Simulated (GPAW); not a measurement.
Crystal: SiC.

```xyz
8
Lattice="3.0757 0.0000 0.0000 -1.5378 2.6636 0.0000 0.0000 0.0000 10.0706" Properties=species:S:1:pos:R:3 pbc="T T T"
Si    0.0000    0.0000    1.8922
Si    0.0000    0.0000    6.9275
Si    0.0000    1.7758    4.4094
Si    1.5378    0.8879    9.4447
C     0.0000    0.0000    0.0046
C     0.0000    0.0000    5.0400
C     0.0000    1.7758    2.5157
C     1.5378    0.8879    7.5510
```

The cell is a database's computed one.

Base run:

* Program: GPAW 26.7.0
* Functional: SCAN
* Potentials or basis: GPAW PAW data sets (gpaw-data 1.2.1)
* Cutoff: 800 eV
* Basis: pw
* k mesh: 6 × 6 × 2
* Occupations: fermi-dirac, width 0.05 eV
* Spin: no spin polarisation

Its results: band gap on the k mesh 2.58 eV, indirect (least direct gap 3.77 eV); pressure 0.9 GPa.

Q: The run is repeated on the same cell with these changes: functional from SCAN to rSCAN. What comes out?

A: Band gap on the k mesh 2.62 eV, indirect (least direct gap 3.80 eV); pressure 0.4 GPa.

Caveats: the PAW data sets were made with another functional, which shifts forces and pressure a little.

Not every run made on this cell is shown here.
